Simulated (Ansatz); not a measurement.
A run of Ansatz 0.2.0 is set up as follows.

File input.yaml:

```yaml
crystal:
  lattice:
    - [2.0, 1.1547005384, 8.44]
    - [-2.0, 1.1547005384, 8.44]
    - [0.0, -2.3094010768, 8.44]
  atoms:
    - { symbol: In, position: [0.8886, 0.8886, 0.8886] }
    - { symbol: In, position: [0.0, 0.0, 0.0] }
    - { symbol: Se, position: [0.1719, 0.1719, 0.1719] }
    - { symbol: Se, position: [0.3835, 0.3835, 0.3835] }
hamiltonian:
  xc: r2scan
  pseudopotentials: { kind: paw }
kpoints:
  mp_grid: { grid: [8, 8, 8] }
  band_path:
    path:
      - [[0.0, 0.0, 0.0], [0.5, 0.0, 0.0], [0.5, 0.1791451724, -0.1791451724]]
      - [[0.8208548276, 0.5, 0.1791451724], [0.5, 0.5, 0.5], [0.0, 0.0, 0.0], [0.3395725862, 0.0, -0.3395725862]]
      - [[0.6604274138, 0.3395725862, 0.0], [0.5, 0.5, 0.0], [0.6604274138, 0.6604274138, 0.1791451724], [0.5, 0.5, 0.5]]
      - [[0.5, 0.0, 0.0], [0.8208548276, 0.3395725862, 0.3395725862]]
    npoints: 14
scf:
  occupations: { method: fermi_dirac, width: 0.05 }
  n_extra_bands: 10
output:
  forces: true
  stress: true
  eigenvalues: true
  fatbands: false
```

Potentials or basis: Ansatz PAW.

Command:

```console
$ ansatz run input.yaml --threads 2 --pin off --max-ram 5632MiB --backend cpu --events-out ev --progress --plain --runs-dir out
```

Task: Estimate the largest force.

Result: 0.239 eV/Å.

Task: Estimate the band gap along the path.

Result: 0.87 eV, direct.

Task: What does it give for the pressure?

Result: 1.1 GPa.

Task: Predict the band gap on the k mesh.

Result: 0.87 eV, direct.

Levels at the corners of the path, in eV from the valence-band top:
```tsv
point	band 27	band 28	band 29	band 30	band 31	band 32
Γ	-1.37	-1.28	-1.28	2.06	2.59	4.75
L	-2.43	-2.33	-1.72	1.50	2.30	4.01
B1	-2.60	-2.31	-1.81	1.96	2.78	3.71
B	-2.60	-2.31	-1.81	1.96	2.78	3.71
Z	-1.20	-1.20	0.00	0.87	2.63	4.67
Γ	-1.37	-1.28	-1.28	2.06	2.59	4.75
X	-2.64	-2.29	-1.78	2.01	2.70	3.74
Q	-2.64	-2.29	-1.78	2.01	2.70	3.74
F	-2.59	-2.14	-1.55	1.51	2.27	3.67
P1	-2.56	-2.17	-1.67	1.73	2.09	3.74
Z	-1.20	-1.20	0.00	0.87	2.63	4.67
L	-2.43	-2.33	-1.72	1.50	2.30	4.01
P	-2.56	-2.17	-1.67	1.73	2.09	3.74
```

Caveat: spin-orbit coupling is left out, which moves the levels of the heavy elements; the PAW data sets come from PBE, with cores solved anew for the run's functional, which leaves a small shift of forces and pressure.

**What was measured.**

“The Interaction of Hydrogen with the van der Waals Crystal γ-InSe”, 2020, pmc:7321205 reports, for a bulk crystal of InSe at 300 K: band gap 1.25 eV.

Against the measured gap of InSe, 1.25 eV (300 K; “The Interaction of Hydrogen with the van der Waals Crystal γ-InSe”, 2020, pmc:7321205), the calculated 0.87 eV is off by -0.38 eV. Spin-orbit coupling on In, Se is left out. The value is that of r2SCAN, without temperature or zero-point motion.
